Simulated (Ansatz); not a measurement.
`O=C(O)[CH2][GeH3]` + `[CH2]1[CH2][GaH]1` → `[GeH3][CH]1[CH2][GaH]1` + acetic acid  (formal exchange of groups at a Ge–C bond)

Calculated with Ansatz (gas phase, PBE0-D4/def2-TZVP geometries, no zero-point term in ΔE). CBS: MP2 limit from def2 TZ/QZ plus the TZ coupled-cluster correction, frozen cores. DFT in def2-TZVPP. For Ga, Ge outer-core shells are correlated without core-valence functions, which leaves a few kJ/mol of doubt a bond. Scalar relativity is left out up to krypton. One conformer a species, not always the lowest.

```tsv
level	ΔE (eV)
ωB97X-V	-0.36
PBE	-0.69
PBE0	-0.54
MP2/CBS(def2)	-0.47
```

(1) What does CCSD(T)/CBS give? (Estimate.)

Largest T1 diagnostic among the species: 0.016.

## Answers

(1) The calculation gave: -0.61 eV. The listed levels differ from it by 0.25, -0.08, 0.07, 0.14 eV.

From PBE to PBE0 (25 % exact exchange), in def2-TZVPP and without D4, ΔE moves by +0.15 eV. The D4 term adds −0.07 eV with B3LYP and −0.03 eV with PBE0; it sums over pairs of atoms, weighted by their polarisabilities, and B3LYP, whose exchange is more repulsive, gets the larger term.

B3LYP here is the variant with VWN-RPA as its local correlation; programs differ in this.

CCSD(T)/CBS has its own doubt, a few kJ/mol and more with outer-core shells, so smaller differences from it don't rank the levels.
